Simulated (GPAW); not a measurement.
# MnSi (Pm-3m) in GPAW: single point with LDA

Aim: the single point of MnSi with LDA.

Everything below comes from runs of GPAW 26.7.0. Logs are shortened: lines on timing, memory, paths and dates and some standing lists are left out, and cuts for length are marked. The log counts tension as positive stress, the text compression.

## Step 1: The structure

The structure is cubic, space group Pm-3m (No. 221). The conventional cell has a = 3.072 Å, b = 3.072 Å, c = 3.072 Å, α = 90.00°, β = 90.00°, γ = 90.00°. Mn (site symmetry m-3m) has 8 Si at 2.66 Å as nearest neighbours. Si (site symmetry m-3m) is surrounded by 8 Mn at 2.66 Å.

The cell was built by a generator and needn't be a form met in nature.

## Step 2: Single point, LDA, collinear spin, ferromagnetic start

run.py

```python
from ase.dft.bandgap import bandgap
from ase.io import read, write
from ase.units import GPa
from gpaw import GPAW, PW

atoms = read('MnSi.xyz')
atoms.set_initial_magnetic_moments([5.0, 0.0])

calc = GPAW(mode=PW(400),
            xc='LDA',
            kpts={'size': (7, 7, 7), 'gamma': True},
            occupations={'name': 'fermi-dirac', 'width': 0.05},
            nbands=20,
            maxiter=120,
            txt='gpaw.txt')
atoms.calc = calc
energy = atoms.get_potential_energy()
forces = atoms.get_forces()
stress = atoms.get_stress()
calc.write('gs.gpw')
write('result.traj', atoms)
print(f'Energy: {energy:.6f} eV')
print('Forces (eV/A):')
print(forces.round(4))
print('Stress (GPa):', (stress / GPa).round(3))
print('Moments:', calc.get_magnetic_moments().round(3))
print('Fermi level:', round(calc.get_fermi_level(), 4), 'eV')
print(f'Gap: {bandgap(calc)[0]:.4f} eV, direct: {bandgap(calc, direct=True)[0]:.4f} eV')
```

MnSi.xyz

```xyz
2
Lattice="3.0721807200 0.0000000000 0.0000000000 0.0000000000 3.0721807200 0.0000000000 0.0000000000 0.0000000000 3.0721807200" Properties=species:S:1:pos:R:3 pbc="T T T"
Mn     0.0000000000      0.0000000000      0.0000000000
Si     1.5360903600      1.5360903600      1.5360903600
```

Potentials or basis: the program's PAW data sets (release 1.2.1) made for this functional, pw.

Started as:

```sh
$ OMP_NUM_THREADS=1 python run.py
```

gpaw.txt:

```text
__  _  _
 | _ |_)|_||  |
 |__||  | ||/\| - 26.7.0

Input parameters:
  mode=PW(ecut=400.0),
  kpts=MonkhorstPack(size=(7, 7, 7), gamma=True),
  maxiter=120,
  nbands=20,
  occupations=Occupations(name='fermi-dirac', width=0.05),
  xc=XC(name='LDA')

Diagonalizing LCAO Hamiltonian
Converting LCAO to pw mode
   .-------.
  /|       |
 * |       |
 | |  Si   |
 | .-------.
 |/       /
 Mn------*

Atoms  # Å, Bohr magnetons
|   | symbol |        x |        y |        z |    initial magnetic moments |
|---|--------|----------|----------|----------|-----------------------------|
| 0 |     Mn | 0.000000 | 0.000000 | 0.000000 | ( 0.0000,  0.0000,  5.0000) |
| 1 |     Si | 1.536090 | 1.536090 | 1.536090 | ( 0.0000,  0.0000,  0.0000) |

Unit cell  # Å
| periodic |        x |        y |        z |  lengths |    angles |
|----------|----------|----------|----------|----------|-----------|
|      yes | 3.072181 | 0.000000 | 0.000000 | 3.072181 | 90.000000 |
|      yes | 0.000000 | 3.072181 | 0.000000 | 3.072181 | 90.000000 |
|      yes | 0.000000 | 0.000000 | 3.072181 | 3.072181 | 90.000000 |

Number of symmetries: 48
Symmetry operations  # r_c * U_cc + t_c -> r_c
|    | kind |            matrix            |
|----|------|------------------------------|
|  0 |  E   |  1, 0, 0,  0, 1, 0,  0, 0, 1 |
|  1 |  σ   |  1, 0, 0,  0, 1, 0,  0, 0,-1 |
|  2 |  σ   |  1, 0, 0,  0, 0, 1,  0, 1, 0 |
|  3 |  C4  |  1, 0, 0,  0, 0, 1,  0,-1, 0 |
|  4 |  C4  |  1, 0, 0,  0, 0,-1,  0, 1, 0 |
|  5 |  σ   |  1, 0, 0,  0, 0,-1,  0,-1, 0 |
|  6 |  σ   |  1, 0, 0,  0,-1, 0,  0, 0, 1 |
|  7 |  C2  |  1, 0, 0,  0,-1, 0,  0, 0,-1 |
|  8 |  σ   |  0, 1, 0,  1, 0, 0,  0, 0, 1 |
|  9 |  C2  |  0, 1, 0,  1, 0, 0,  0, 0,-1 |
| 10 |  C3  |  0, 1, 0,  0, 0, 1,  1, 0, 0 |
| 11 |  S6  |  0, 1, 0,  0, 0, 1, -1, 0, 0 |
| 12 |  S6  |  0, 1, 0,  0, 0,-1,  1, 0, 0 |
| 13 |  C3  |  0, 1, 0,  0, 0,-1, -1, 0, 0 |
| 14 |  C4  |  0, 1, 0, -1, 0, 0,  0, 0, 1 |
| 15 |  S4  |  0, 1, 0, -1, 0, 0,  0, 0,-1 |
| 16 |  C3  |  0, 0, 1,  1, 0, 0,  0, 1, 0 |
| 17 |  S6  |  0, 0, 1,  1, 0, 0,  0,-1, 0 |
| 18 |  σ   |  0, 0, 1,  0, 1, 0,  1, 0, 0 |
| 19 |  C4  |  0, 0, 1,  0, 1, 0, -1, 0, 0 |
| 20 |  C2  |  0, 0, 1,  0,-1, 0,  1, 0, 0 |
| 21 |  S4  |  0, 0, 1,  0,-1, 0, -1, 0, 0 |
| 22 |  S6  |  0, 0, 1, -1, 0, 0,  0, 1, 0 |
| 23 |  C3  |  0, 0, 1, -1, 0, 0,  0,-1, 0 |
| 24 |  S6  |  0, 0,-1,  1, 0, 0,  0, 1, 0 |
| 25 |  C3  |  0, 0,-1,  1, 0, 0,  0,-1, 0 |
| 26 |  C4  |  0, 0,-1,  0, 1, 0,  1, 0, 0 |
| 27 |  σ   |  0, 0,-1,  0, 1, 0, -1, 0, 0 |
| 28 |  S4  |  0, 0,-1,  0,-1, 0,  1, 0, 0 |
| 29 |  C2  |  0, 0,-1,  0,-1, 0, -1, 0, 0 |
| 30 |  C3  |  0, 0,-1, -1, 0, 0,  0, 1, 0 |
| 31 |  S6  |  0, 0,-1, -1, 0, 0,  0,-1, 0 |
| 32 |  C4  |  0,-1, 0,  1, 0, 0,  0, 0, 1 |
| 33 |  S4  |  0,-1, 0,  1, 0, 0,  0, 0,-1 |
| 34 |  S6  |  0,-1, 0,  0, 0, 1,  1, 0, 0 |
| 35 |  C3  |  0,-1, 0,  0, 0, 1, -1, 0, 0 |
| 36 |  C3  |  0,-1, 0,  0, 0,-1,  1, 0, 0 |
| 37 |  S6  |  0,-1, 0,  0, 0,-1, -1, 0, 0 |
| 38 |  σ   |  0,-1, 0, -1, 0, 0,  0, 0, 1 |
| 39 |  C2  |  0,-1, 0, -1, 0, 0,  0, 0,-1 |
| 40 |  σ   | -1, 0, 0,  0, 1, 0,  0, 0, 1 |
| 41 |  C2  | -1, 0, 0,  0, 1, 0,  0, 0,-1 |
| 42 |  C2  | -1, 0, 0,  0, 0, 1,  0, 1, 0 |
| 43 |  S4  | -1, 0, 0,  0, 0, 1,  0,-1, 0 |
| 44 |  S4  | -1, 0, 0,  0, 0,-1,  0, 1, 0 |
| 45 |  C2  | -1, 0, 0,  0, 0,-1,  0,-1, 0 |
| 46 |  C2  | -1, 0, 0,  0,-1, 0,  0, 0, 1 |
| 47 |  i   | -1, 0, 0,  0,-1, 0,  0, 0,-1 |

BZ-sampling:
  Number of BZ points: 343
  Number of IBZ points: 20

  Monkhorst-Pack size: [7, 7, 7]
  Monkhorst-Pack shift: [0, 0, 0]

K-points  # in reciprocal-cell coordinates
|     |                                coordinates |     weight |
|-----|--------------------------------------------|------------|
|   0 | (  0.00000000,   0.00000000,   0.00000000) | 0.00291545 |
|   1 | (  0.14285714,   0.00000000,   0.00000000) | 0.01749271 |
|   2 | (  0.14285714,   0.14285714,   0.00000000) | 0.03498542 |
|   3 | (  0.14285714,   0.14285714,   0.14285714) | 0.02332362 |
|   4 | (  0.28571429,   0.00000000,   0.00000000) | 0.01749271 |
|   5 | (  0.28571429,   0.14285714,   0.00000000) | 0.06997085 |
|   6 | (  0.28571429,   0.14285714,   0.14285714) | 0.06997085 |
|   7 | (  0.28571429,   0.28571429,   0.00000000) | 0.03498542 |
|   8 | (  0.28571429,   0.28571429,   0.14285714) | 0.06997085 |
|   9 | (  0.28571429,   0.28571429,   0.28571429) | 0.02332362 |
| ... |                                            |            |
|  19 | (  0.42857143,   0.42857143,   0.42857143) | 0.02332362 |

Plane wave coefficients: 534
Cutoff: 400.0 eV

Spin-components: 2 (collinear spins)
Bands:           20
Projectors:      11
Spin-degeneracy: 1
Datatype:        complex128

Parallelization:
  kpt:    1
  domain: 1
  band:   1

Density:
  Valence electrons: 19.0
  Components: 2
  Grid points: [15 15 15]
  Charge: 0.0  # |e|

Potential:
  Grid points: [15 15 15]

species:
  Mn:
    name:    Manganese
    Z:       25.0
    valence: 15
    core:    10
    charge:  0.0  # [|e|]
    compensation charges:
      type: gauss
      rc: 0.38  # [Å]
      lmax: 2
    cutoffs:
      filter: 2.14  # [Å]
      core: 0.86  # [Å]
    projectors
    | kind |    occ | energy [eV] | rcut [Å] |
    |------|--------|-------------|----------|
    |   3s |  2.000 |     -85.387 |    1.275 |
    |   4s |  2.000 |      -5.282 |    1.275 |
    |   3p |  6.000 |     -54.493 |    1.281 |
    |   4p |  0.000 |      -1.471 |    1.281 |
    |   3d |  5.000 |      -7.009 |    1.138 |
    |    d |        |      20.203 |    1.138 |

    Using partial waves for Mn as LCAO basis

  Si:
    name:    Silicon
    Z:       14.0
    valence: 4
    core:    10
    charge:  0.0  # [|e|]
    compensation charges:
      type: gauss
      rc: 0.33  # [Å]
      lmax: 2
    cutoffs:
      filter: 1.86  # [Å]
      core: 2.06  # [Å]
    projectors
    | kind |    occ | energy [eV] | rcut [Å] |
    |------|--------|-------------|----------|
    |   3s |  2.000 |     -10.878 |    1.058 |
    |   3p |  2.000 |      -4.162 |    1.058 |
    |    s |        |      16.334 |    1.058 |
    |    p |        |      23.049 |    1.058 |
    |    d |        |       0.000 |    1.058 |

    Using partial waves for Si as LCAO basis

Reference energy: -39314.185157  # eV

eigensolver:
  PPCG
  Converge bands: occupied
  niter=2

density mixing:
  MSR1-Mixer
  Pratt-step length: 0.05
  Maximum mixing coefficient: 0.75
  Old densities: 10
  SVD Regularization: 0.005
  Good broyden scale: 1.0
  Trust region scale: 1.0
  Backstep threshold: 4.0
  History deletion threshold: 6.0
  Fourier metric: weight=20.0, sigma=0.015

occupation numbers:
  Fermi-Dirac:
    width: 0.0500  # eV

poisson solver:
  ecut: 3200.0  # eV

xc functional:
  name: None

convergence criteria:
- Maximum [total energy] change in last 3 cyles: 0.0005 eV / valence electron
- Maximum integral of absolute [dens]ity change: 0.0001 electrons / valence electron
- Maximum integral of absolute [eigenst]ate change: 4e-08 eV^2 / valence electron
maximum number of iterations: 120

SCF iterations
|iter     | |      energy | eigst |  dens |  magmom |
|---------|-|-------------|-------|-------|---------|
|iter:   1| |  -15.618056 | +0.13 |       |  +5.0105|
|iter:   2| |  -15.625491 | -2.51 | -0.89 |  +4.9179|
|iter:   3| |  -16.179407 | -2.74 | -0.92 |  +3.8044|
|iter:   4| |  -16.256892 | -2.12 | -1.08 |  +2.7293|
|iter:   5| |  -16.251122 | -3.25 | -1.45 |  +2.3327|
|iter:   6| |  -16.295742 | -3.37 | -1.80 |  +1.8028|
|iter:   7| |  -16.335854 | -2.70 | -1.64 |  +0.4117|
|iter:   8| |  -16.339196 | -3.29 | -1.49 |  +0.7406|
|iter:   9| |  -16.345213c| -3.56 | -1.73 |  +1.2737|
|iter:  10| |  -16.343035c| -3.69 | -2.05 |  +0.8736|
|iter:  11| |  -16.348748c| -4.00 | -2.04 |  +1.2156|
|iter:  12| |  -16.348446c| -4.48 | -2.29 |  +1.0430|
|iter:  13| |  -16.349599c| -5.01 | -2.54 |  +1.1417|
|iter:  14| |  -16.349393c| -5.87 | -2.86 |  +1.1030|
|iter:  15| |  -16.349510c| -6.67 | -3.31 |  +1.1170|
|iter:  16| |  -16.349482c| -7.76c| -3.80 |  +1.1133|
|iter:  17| |  -16.349488c| -8.54c| -4.41c|  +1.1140|

Converged in 17 steps
Energy contributions relative to reference atoms: (reference = -39314.185157)

Energy contributions:
  Kinetic:         -14.436397
  Coulomb:          12.692386
  Zero:              0.206385
  External:          0.000000
  Xc:              -14.802212
  Entropy:          -0.019301
  Spinorbit:         0.000000
  ----------------------------
  Free energy:     -16.359139
  Extrapolated:    -16.349488

dipole moment: (-6.935382, -6.935382, -6.935382)  # |e|*Ang

Total magnetic moment: (0.000000, 0.000000, 1.114020)

Local magnetic moments
|        x |        y |         z |
|----------|----------|-----------|
| 0.000000 | 0.000000 |  1.145541 |  # Mn   0
| 0.000000 | 0.000000 | -0.052025 |  # Si   1

Fermi level: 7.871
Eigenvalues  # (at kpt = [0.000, 0.000, 0.000])
| band index |      eig [eV] | occ [0-1] |      eig [eV] | occ [0-1] |
|------------|---------------|-----------|---------------|-----------|
|          0 |       -70.885 |     1.000 |       -69.660 |     1.000 |
|          1 |       -40.024 |     1.000 |       -38.836 |     1.000 |
|          2 |       -40.024 |     1.000 |       -38.836 |     1.000 |
|          3 |       -40.024 |     1.000 |       -38.836 |     1.000 |
|          4 |        -3.523 |     1.000 |        -3.497 |     1.000 |
|          5 |         5.521 |     1.000 |         6.165 |     1.000 |
|          6 |         5.521 |     1.000 |         6.165 |     1.000 |
|          7 |         7.384 |     1.000 |         8.517 |     0.000 |
|          8 |         7.384 |     1.000 |         8.517 |     0.000 |
|          9 |         7.384 |     1.000 |         8.517 |     0.000 |
|         10 |        10.506 |     0.000 |        10.522 |     0.000 |
|         11 |        10.506 |     0.000 |        10.522 |     0.000 |
|         12 |        10.506 |     0.000 |        10.522 |     0.000 |
|         13 |        15.635 |     0.000 |        15.864 |     0.000 |
|         14 |        15.635 |     0.000 |        15.864 |     0.000 |
|         15 |        16.220 |     0.000 |        16.391 |     0.000 |
|        ... |               |           |               |           |
|         19 |        27.420 |     0.000 |        27.628 |     0.000 |

No gap
No difference between direct/indirect transitions

Forces  # eV/Ang
|       x |       y |       z |
|---------|---------|---------|
| 0.00000 | 0.00000 | 0.00000 |  # Mn   0
| 0.00000 | 0.00000 | 0.00000 |  # Si   1

Stress tensor  # eV/Ang^3
|        x |        y |        z |
|----------|----------|----------|
| 0.233841 | 0.000000 | 0.000000 |
| 0.000000 | 0.233841 | 0.000000 |
| 0.000000 | 0.000000 | 0.233841 |

# Writing to gs.gpw (mode='')
```

Wall time 15 s (1 thread of Arm Neoverse V1, shared host); peak memory 0.13 GiB.

These settings aren't checked as converged: the numbers below hold their error.

What came out:

| Item | Value |
| --- | --- |
| Free energy | -16.3591 eV |
| Pressure | -37.5 GPa |
| Band gap on the k mesh | none (metal or under the smearing width) |
| Net moment | 1.11 μB per cell |
| Site moments | Mn +1.15; Si -0.05 μB |

Caveat: the cutoff is short for stress and forces, so pressures can be off by a GPa or more; a pressure of tens of GPa on the cell as given is suspect, and the run, the potentials or the cell itself is likely at fault; the moment fell far below its start of 5 μB, so a state of higher moment may lie lower in energy.
